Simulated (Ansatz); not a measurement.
S (beta tin type) under strong compression

```
S
1.0
    -2.79838    2.79838    1.16051
     2.79838   -2.79838    1.16051
     2.79838    2.79838   -1.16051
S
2
Direct
  0.62500 0.87500 0.75000
  0.37500 0.12500 0.25000
```

The cell comes from a relaxation on PAW files under the same functional, begun from a prototype that needn't be the stable phase.

Its volume is scaled, and at each volume shape and atoms are relaxed on PAW files; all methods then take that cell.

Computed with Ansatz 0.2.0; functional PBE, scalar-relativistic. Settings: a Γ-centred 17×17×17 k mesh, Fermi–Dirac smearing of 0.1 eV, no spin polarisation. Methods: LAPW: all electrons, basis error target 1 meV/atom; PAW: frozen-core files, cutoff 420 eV; crystal datasets: all electrons, by PAW datasets that the program makes for each cell; norm-conserving: pseudopotentials, cutoff 770 eV; PAW (cutoff 250 eV): frozen-core files, cutoff 250 eV.

Energies are extrapolated to zero smearing and count from the unscaled cell; pressure is positive in compression; gaps take the mesh and a band path. No temperature or zero-point motion is included.

| V/V0 | V (Å³/atom) | P LAPW (GPa) | ΔE LAPW (eV/atom) | P PAW − LAPW (GPa) | ΔE PAW − LAPW (meV/atom) | space group | shortest distance (Å) |
| --- | --- | --- | --- | --- | --- | --- | --- |
| 1.00 | 18.18 | 0.05 | 0.000 | -0.03 | 0.0 | I4_1/amd | 2.321 |
| 0.92 | 16.72 | 4.92 | 0.018 | -0.04 | -0.2 | I4_1/amd | 2.358 |
| 0.84 | 15.27 | 14.61 | 0.102 | -0.05 | -0.5 | I4_1/amd | ? |
| 0.76 | 13.81 | 29.1 | 0.298 | -0.07 | -1.1 | I4_1/amd | 2.295 |
| 0.68 | 12.36 | 47.6 | 0.640 | -0.10 | -1.8 | I4_1/amd | 2.302 |
| 0.60 | 10.91 | 77.3 | 1.198 | -0.16 | -2.9 | I4_1/amd | ? |
| 0.52 | 9.45 | 125.1 | 2.094 | -0.27 | -4.8 | I4_1/amd | 2.150 |
| 0.45 | 8.18 | 196.2 | 3.345 | -0.44 | -7.5 | I4_1/amd | 2.056 |

Q: What belongs in the row "0.60", column "shortest distance (Å)"?

A: 2.242.

Q: Fill in "shortest distance (Å)" for the row "0.84".

A: 2.336.

Q: From the table, what is the rise of the enthalpy H = E + pV up to the last row, and how stiff is the crystal between the last two rows?

A: ΔH = 3.345 eV + (196.2 GPa × 8.18 Å³ − 0.05 GPa × 18.18 Å³) × 0.006242 eV/(GPa·Å³) = 13.36 eV/atom, of which pV makes 75 %. The mean bulk modulus there is −ΔP/Δln V = 492 GPa.

Q: At the smallest volume, how far do crystal datasets and norm-conserving and PAW (cutoff 250 eV) lie from LAPW in pressure?

A: crystal datasets: -0.02 GPa; norm-conserving: +0.05 GPa; PAW (cutoff 250 eV): +1.34 GPa, on a LAPW pressure of 196.2 GPa.
